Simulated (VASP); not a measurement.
# Sr (Im-3m) in VASP: further runs

Aim: see how the results for Sr move with the level of theory and the settings. Levels: PBE, r2SCAN50, LDA, r2SCAN0+D4. Tasks: single point.

All numbers are computed with VASP 6.6.1; they aren't measurements. Logs are shortened: lines on timing, memory, paths and dates and some standing lists are left out, and cuts for length are marked.

## 1. The structure

It takes space group Im-3m (No. 229, cubic). Conventional cell: a = 4.870 Å, b = 4.870 Å, c = 4.870 Å, α = 90.00°, β = 90.00°, γ = 90.00°. Sr (site symmetry m-3m) is surrounded by 8 Sr at 4.22 Å.

This isn't the form of Sr at room conditions, which is fcc.

## 2. Single point, PBE

The input, run.py:

```python
from ase import Atoms
from ase.calculators.vasp import Vasp
from ase.dft.bandgap import bandgap

atoms = Atoms(
    ['Sr'],
    cell=[[-2.435, 2.435, 2.435], [2.435, -2.435, 2.435], [2.435, 2.435, -2.435]],
    scaled_positions=[[0.0, 0.0, 0.0]],
    pbc=True,
)
calc = Vasp(
    directory='calc',
    xc='pbe',
    pp='PBE',
    setups='materialsproject',
    prec='Accurate',
    encut=520,
    ediff=1e-06,
    ismear=0,
    sigma=0.1,
    lreal=False,
    lasph=True,
    nelm=100,
    algo='Normal',
    isif=2,
    lwave=False,
    lcharg=True,
    lelf=True,
    lvhar=True,
    kpts=[8, 8, 8],
    gamma=True,
    nbands=11,
)
atoms.calc = calc

print('energy (eV):', atoms.get_potential_energy())
print('free energy (eV):', atoms.get_potential_energy(force_consistent=True))
print('forces (eV/A):')
print(atoms.get_forces())
print('stress (eV/A^3, Voigt):', atoms.get_stress())
print('Fermi level (eV):', calc.get_fermi_level())
gap, top, bottom = bandgap(calc)
print('band gap (eV):', gap, 'from (spin, k, band)', top, 'to', bottom)
```

Potentials or basis: VASP PAW PBE potentials, release 64 (Sr_sv).

Launch:

```console
> python run.py
```

The program printed:

```text
energy (eV): -1.62512508
free energy (eV): -1.6275986
forces (eV/A):
[[0. 0. 0.]]
stress (eV/A^3, Voigt): [ 0.00447492  0.00447492  0.00447492 -0.         -0.          0.        ]
Fermi level (eV): 1.42759038
band gap (eV): 0.0 from (spin, k, band) (None, None, None) to (None, None, None)
```

OUTCAR:

```text
ENCUT = 520.000000
   EDIFF = 1.00e-06
   GGA = PE
   PREC = Accurate
   ISIF = 2
   ISMEAR = 0
   NELM = 100
   LASPH = .TRUE.
   LREAL = .FALSE.

 ion  position               nearest neighbor table
   1  0.000  0.000  0.000-

  LATTYP: Found a body centered cubic cell.
 ALAT       =     4.8700000000

  Lattice vectors:

 A1 = (  -2.4350000000,   2.4350000000,   2.4350000000)
 A2 = (   2.4350000000,  -2.4350000000,   2.4350000000)
 A3 = (   2.4350000000,   2.4350000000,  -2.4350000000)

Analysis of symmetry for initial positions (statically):
=====================================================================
 Subroutine PRICEL returns:
 Original cell was already a primitive cell.

 Routine SETGRP: Setting up the symmetry group for a
 body centered cubic supercell.

 Subroutine GETGRP returns: Found 48 space group operations
 (whereof 48 operations were pure point group operations)
 out of a pool of 48 trial point group operations.

The static configuration has the point symmetry O_h .

Analysis of symmetry for dynamics (positions and initial velocities):
=====================================================================
 Subroutine PRICEL returns:
 Original cell was already a primitive cell.

 Routine SETGRP: Setting up the symmetry group for a
 body centered cubic supercell.

 Subroutine GETGRP returns: Found 48 space group operations
 (whereof 48 operations were pure point group operations)
 out of a pool of 48 trial point group operations.

The dynamic configuration has the point symmetry O_h .

 Subroutine INISYM returns: Found 48 space group operations
 (whereof 48 operations are pure point group operations),
 and found     1 'primitive' translations

----------------------------------------------------------------------------------------

                                     Primitive cell

  volume of cell :      57.7507

  direct lattice vectors                    reciprocal lattice vectors
    -2.435000000  2.435000000  2.435000000     0.000000000  0.205338809  0.205338809
     2.435000000 -2.435000000  2.435000000     0.205338809  0.000000000  0.205338809
     2.435000000  2.435000000 -2.435000000     0.205338809  0.205338809  0.000000000

  length of vectors
     4.217543716  4.217543716  4.217543716     0.290392929  0.290392929  0.290392929

  position of ions in fractional coordinates (direct lattice)
     0.000000000  0.000000000  0.000000000

  ion indices of the primitive-cell ions
   primitive index   ion index
                 1           1

----------------------------------------------------------------------------------------

 KPOINTS: KPOINTS created by Atomic Simulation Env

Automatic generation of k-mesh.
 Grid dimensions read from file:
 generate k-points for:    8    8    8

 Generating k-lattice:

  Cartesian coordinates                     Fractional coordinates (reciprocal lattice)
     0.000000000  0.025667351  0.025667351     0.125000000  0.000000000  0.000000000
     0.025667351  0.000000000  0.025667351     0.000000000  0.125000000  0.000000000
     0.025667351  0.025667351  0.000000000     0.000000000  0.000000000  0.125000000

  Length of vectors
     0.036299116  0.036299116  0.036299116

  Shift w.r.t. Gamma in fractional coordinates (k-lattice)
     0.000000000  0.000000000  0.000000000

 Subroutine IBZKPT returns following result:
 ===========================================

 Found     29 irreducible k-points:

 Following reciprocal coordinates:
            Coordinates               Weight
  0.000000  0.000000  0.000000      1.000000
  0.125000  0.000000  0.000000     12.000000
  0.250000  0.000000  0.000000     12.000000
  0.375000  0.000000  0.000000     12.000000
  0.500000  0.000000  0.000000      6.000000
  0.125000  0.125000  0.000000     24.000000
[... 16 lines left out ...]
 -0.250000  0.250000  0.250000      6.000000
 -0.375000  0.375000  0.250000     24.000000
 [... further k-points ...]
   k-points           NKPTS =     29   k-points in BZ     NKDIM =     29   number of bands    NBANDS=     11
   number of dos      NEDOS =    301   number of ions     NIONS =      1
   total plane-waves  NPLWV =  32768
   dimension x,y,z NGX =    32 NGY =   32 NGZ =   32
   dimension x,y,z NGXF=    64 NGYF=   64 NGZF=   64
   ions per type =               1
   NGX,Y,Z   is equivalent  to a cutoff of  12.61, 12.61, 12.61 a.u.
   NGXF,Y,Z  is equivalent  to a cutoff of  25.23, 25.23, 25.23 a.u.
 SYSTEM =  unknown system
   PREC   = accura    normal or accurate (medium, high low for compatibility)
   ISTART =      0    job   : 0-new  1-cont  2-samecut
   ICHARG =      2    charge: 1-file 2-atom 10-const
   ISPIN  =      1    spin polarized calculation?
   LNONCOLLINEAR =      F non collinear calculations
   LSORBIT =      F    spin-orbit coupling
   LASPH  =      T    aspherical Exc in radial PAW
   ENCUT  =  520.0 eV  38.22 Ry    6.18 a.u.   7.84  7.84  7.84*2*pi/ulx,y,z
   NELM   =    100;   NELMIN=  2; NELMDL= -5     # of ELM steps
   EDIFF  = 0.1E-05   stopping-criterion for ELM
   LREAL  =      F    real-space projection
   EDIFFG = 0.1E-04   stopping-criterion for IOM
   NSW    =      0    number of steps for IOM
   IBRION =     -1    ionic relax: 0-MD 1-quasi-New 2-CG
   NFREE  =      0    steps in history (QN), initial steepest desc. (CG)
   ISIF   =      2    stress and relaxation
   ISYM   =      2    0-nonsym 1-usesym 2-fastsym
   POTIM  = 0.5000    time-step for ionic-motion
   TEBEG  =    0.0;   TEEND  =   0.0 temperature during run
   PSTRESS=    0.0 pullay stress
   NELECT =      10.0000    total number of electrons
   NUPDOWN=      -1.0000    fix difference up-down
   EMIN   =  10.00;   EMAX   =-10.00  energy-range for DOS
   EFERMI =   0.00;   METHOD = LEGACY
   ISMEAR =     0;   SIGMA  =   0.10  broadening in eV -4-tet -1-fermi 0-gaus
   EFERMI_NEDOS =   21; number of points for ismear=-14 and -15
   IALGO  =     38    algorithm
   IMIX   =      4    mixing-type and parameters
     AMIX     =   0.40;   BMIX     =  1.00
     AMIX_MAG =   1.60;   BMIX_MAG =  1.00
  volume/ion in A,a.u.               =      57.75       389.72
  Fermi-wavevector in a.u.,A,eV,Ry     =   0.912478  1.724334 11.328437  0.832617
  Thomas-Fermi vector in A             =   2.036879
   LORBIT       =      0    0 simple, 1 ext, 2 COOP (PROOUT), +10 PAW based schemes
   GGA     = PE    functional components
   LHFCALC =     F    Hartree Fock is set to
   AEXX    =    0.0000 exact exchange contribution
   IVDW    =     0    specifies the selected vdW correction
   LEPSILON=     F    determine dielectric tensor
   LRPA    =     F    only Hartree local field effects (RPA)
 non-spin polarized calculation
 Gauss-broadening in eV      SIGMA  =   0.10
  energy-cutoff  :      520.00
  volume of cell :       57.75
 maximum number of plane-waves:      1568
   NGX = 15   NGY = 15   NGZ = 15

 number of electron      10.0000000 magnetization

 Free energy of the ion-electron system (eV)
  ---------------------------------------------------
  ext. energy  EPLUGINS =         0.00000000
  ---------------------------------------------------
  free energy    TOTEN  =        -1.62759860 eV

  energy without entropy =       -1.62265155  energy(sigma->0) =       -1.62512508

 E-fermi :   1.4276     XC(G=0):  -7.2016

 val. band max:        1.3713588225   @ k =   0.5000   0.5000   0.3750
 cond. band min:       1.4376037528   @ k =   0.5000   0.5000   0.3750
 fundamental gap:      0.0662449303
 Fermi energy:         1.4275903839

 k-point     1 :       0.0000    0.0000    0.0000
  band No.  band energies     occupation
      1     -35.2889      2.00000
      2     -17.1826      2.00000
      3     -17.1826      2.00000
      4     -17.1826      2.00000
      5      -2.1433      2.00000
      6       3.7379      0.00000
      7       3.7379      0.00000
      8       3.7379      0.00000
      9       5.0036      0.00000
     10       5.0036      0.00000
     11       9.3158      0.00000

 k-point     2 :       0.1250    0.0000    0.0000
  band No.  band energies     occupation
      1     -35.2872      2.00000
      2     -17.2075      2.00000
      3     -17.1908      2.00000
      4     -17.1825      2.00000
      5      -1.8915      2.00000
      6       3.5270      0.00000
      7       3.5490      0.00000
      8       3.9799      0.00000
      9       4.7597      0.00000
     10       4.9967      0.00000
     11       9.5183      0.00000
[... 295 lines left out ...]
 k-point    24 :      -0.3750    0.3750    0.2500
  band No.  band energies     occupation
      1     -35.2738      2.00000
      2     -17.3065      2.00000
      3     -17.2619      2.00000
      4     -17.2449      2.00000
      5       0.5293      2.00000
      6       2.0007      0.00000
      7       3.4839      0.00000
      8       3.6045      0.00000
      9       4.8036      0.00000
     10       5.5627      0.00000
     11       7.7639      0.00000

 [... further k-points ...]
[... 5 lines left out ...]
  --------------------------------------------------------------------------------------
  -------------------------------------------------------------------------------------
  Total       -0.2584292     -0.2584292     -0.2584292     -0.0000000     -0.0000000      0.0000000
  in kB       -7.1696056     -7.1696056     -7.1696056     -0.0000000     -0.0000000      0.0000000
  external PRESSURE =      -7.1696056 kB  Pullay stress =       0.0000000 kB

 VOLUME and BASIS-vectors are now :
 -----------------------------------------------------------------------------
  energy-cutoff  :      520.00
  volume of cell :       57.75
      direct lattice vectors                 reciprocal lattice vectors
    -2.435000000  2.435000000  2.435000000     0.000000000  0.205338809  0.205338809
     2.435000000 -2.435000000  2.435000000     0.205338809  0.000000000  0.205338809
     2.435000000  2.435000000 -2.435000000     0.205338809  0.205338809  0.000000000

 POSITION                                       TOTAL-FORCE (eV/Angst)
 -----------------------------------------------------------------------------------
      0.00000      0.00000      0.00000         0.000000      0.000000      0.000000
 -----------------------------------------------------------------------------------
    total drift:                                0.000000      0.000000     -0.000000

  FREE ENERGIE OF THE ION-ELECTRON SYSTEM (eV)
  ---------------------------------------------------
  free  energy   TOTEN  =        -1.6275986028 eV

  energy  without entropy=       -1.6226515510  energy(sigma->0) =       -1.62512508
```

INCAR:

```text
ENCUT = 520.000000
SIGMA = 0.100000
EDIFF = 1.00e-06
ALGO = Normal
GGA = PE
PREC = Accurate
ISIF = 2
ISMEAR = 0
NBANDS = 11
NELM = 100
LASPH = .TRUE.
LCHARG = .TRUE.
LELF = .TRUE.
LVHAR = .TRUE.
LWAVE = .FALSE.
LREAL = .FALSE.
```

It took 22 s on 1 thread of AMD EPYC 7R43 (Zen 3), shared host; peak memory 0.14 GiB.

Results:

- Free energy: -1.6276 eV
- Pressure: -0.7 GPa
- Band gap on the k mesh: none (metal or under the smearing width)

Levels at points of the mesh, in eV from the Fermi level:
```
           k point  band 1  band 2  band 3  band 4  band 5  band 6  band 7  band 8  band 9  band 10
(0.00, 0.00, 0.00)  -36.72  -18.61  -18.61  -18.61   -3.57    2.31    2.31    2.31    3.58     3.58
(0.50, 0.00, 0.00)  -36.70  -18.78  -18.67  -18.61   -0.98    0.16    1.21    3.38    4.03     5.17
(0.50, 0.50, 0.50)  -36.70  -18.73  -18.73  -18.73   -0.08   -0.08    3.42    3.42    3.42     4.80
```

(Continued in part 2 of 2.)
